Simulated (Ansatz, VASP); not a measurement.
# One calculation of Pd, two programs

```
Pd
1.0
     2.75065    0.00000    0.00000
     0.00000    2.75065    0.00000
     0.00000    0.00000   32.56000
Pd
9
Direct
  0.00000 0.00000 0.26434
  0.50000 0.50000 0.32262
  0.00000 0.00000 0.38161
  0.50000 0.50000 0.44074
  0.00000 0.00000 0.50000
  0.50000 0.50000 0.55926
  0.00000 0.00000 0.61839
  0.50000 0.50000 0.67738
  0.00000 0.00000 0.73566
```

Alike in both runs: functional PBEsol; k mesh 16 × 16 × 1; occupations gaussian, width 0.1 eV; no spin polarisation.

Ansatz relaxed the structure, and its values are those at the end. VASP's run is a single point on that final structure, the one shown.

|  | VASP | Ansatz |
| --- | --- | --- |
| version | VASP 6.6.1 | Ansatz 0.2.0 |
| potentials or method | VASP PAW PBE potentials, release 64 (Pd) | scalar-relativistic, plane waves, PAW |
| plane-wave cutoff (eV) | 520 | 420 |
| valence electrons in the cell | 90 | 162 |

```tsv
	VASP	Ansatz	Ansatz less VASP
gap on the k mesh at the Fermi level (eV)	none	none	-
rms of the force components (eV/Å)	0.004	0.000	-0.0044
```

A gap of «none» marks a metal or a gap that the smearing closes. With one functional, cell and mesh, what is left measures potentials, basis and numerics. The two sets of potentials don't hold the same shells in valence. Ansatz warned: «xc_potential_rough_in_thin_density».

Caveats: the PAW data sets were made with another functional, which shifts forces and pressure a little (VASP).
